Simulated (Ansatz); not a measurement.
## GaN under changes of volume

One of the cells (11.444 Å³/atom); the others are scaled copies at fixed shape and fractional positions:

```
Ga N
1.0
     0.00000    2.25350    2.25350
     2.25350    0.00000    2.25350
     2.25350    2.25350    0.00000
Ga N
1 1
Direct
  0.00000 0.00000 0.00000
  0.25000 0.25000 0.25000
```

The cell is a database's computed one.

- Program: Ansatz 0.2.0
- Functional: PBEsol0
- Potentials or basis: Ansatz PAW
- Cutoff: 420 eV (not typed: the program's choice for these potentials)
- k mesh: 5 × 5 × 5
- Occupations: fermi-dirac, width 0.05 eV
- Spin: no spin polarisation

```csv
volume (Å³/atom),energy over the lowest point (meV/atom),pressure (GPa),gap on the mesh (eV)
10.757,7.66,7.4,4.09
10.986,0.34,2.6,3.93
11.215,0.00,-1.8,3.78
11.444,?,?,?
11.673,16.24,-9.3,3.48
11.902,31.81,-12.5,3.33
12.131,51.90,-15.3,3.18
```

Q: What does the run at 11.444 Å³/atom give?

A: Energy over the lowest point 5.45 meV/atom; pressure -5.8 GPa; gap on the mesh 3.63 eV.

Worked out: A Birch-Murnaghan fit of order 3 (a polynomial in V^(-2/3)) to the other rows has its minimum at 11.12 Å³/atom with B0 = V·E''(V) = 213 GPa and B' = 4.2. It gives 5.38 meV/atom at 11.444 Å³/atom, against the run's 5.45, and -dE/dV = -5.8 GPa, against -5.8. A straight line through the other rows of the gap, of slope -7.54 eV per unit of ln V (its deformation potential), gives 3.62 eV, against the run's 3.63.

Energies are extrapolated to zero smearing.

Caveats: all runs use coarse meshes; odd divisions of the mesh miss points on the zone boundary, where band edges often lie, so the gap on the mesh can be too wide; the PAW data sets come from PBE, with cores solved anew for the run's functional, which leaves a small shift of forces and pressure; the thresholds are loose for stress.

Spin-orbit coupling on Ga is left out.
